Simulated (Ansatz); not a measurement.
KMgF3 under changes of volume

One of the cells (12.665 Å³/atom); the others are scaled copies at fixed shape and fractional positions:

```xyz
5
Lattice="3.9859 0.0000 0.0000 0.0000 3.9859 0.0000 0.0000 0.0000 3.9859" Properties=species:S:1:pos:R:3 pbc="T T T"
K     1.9929    1.9929    1.9929
Mg    0.0000    0.0000    0.0000
F     0.0000    0.0000    1.9929
F     0.0000    1.9929    0.0000
F     1.9929    0.0000    0.0000
```

* Program: Ansatz 0.2.0
* Functional: PBE
* Potentials or basis: Ansatz PAW
* Cutoff: 420 eV (not typed: the program's choice for these potentials)
* k mesh: 7 × 7 × 7
* Occupations: fermi-dirac, width 0.05 eV
* Spin: no spin polarisation

```csv
volume (Å³/atom),energy over the lowest point (meV/atom),pressure (GPa),gap on the mesh (eV)
11.905,?,?,?
12.159,24.92,7.5,7.69
12.412,14.67,5.5,7.52
12.665,7.37,3.8,7.37
12.918,2.61,2.2,7.22
13.172,0.23,0.8,7.08
13.425,0.00,-0.5,6.94
```

Question: What does the run at 11.905 Å³/atom give?

Answer: Energy over the lowest point 38.37 meV/atom; pressure 9.6 GPa; gap on the mesh 7.86 eV.

Worked out: A Birch-Murnaghan fit of order 3 (a polynomial in V^(-2/3)) to the other rows has its minimum at 13.33 Å³/atom with B0 = V·E''(V) = 67 GPa and B' = 4.3. It gives 38.40 meV/atom at 11.905 Å³/atom, against the run's 38.37, and -dE/dV = 9.6 GPa, against 9.6. A straight line through the other rows of the gap, of slope -7.53 eV per unit of ln V, extrapolates to 7.84 eV, against the run's 7.86.

Energies are extrapolated to zero smearing.

Caveats: odd divisions of the mesh miss points on the zone boundary, where band edges often lie, so the gap on the mesh can be too wide.

A mesh can miss the band edges.
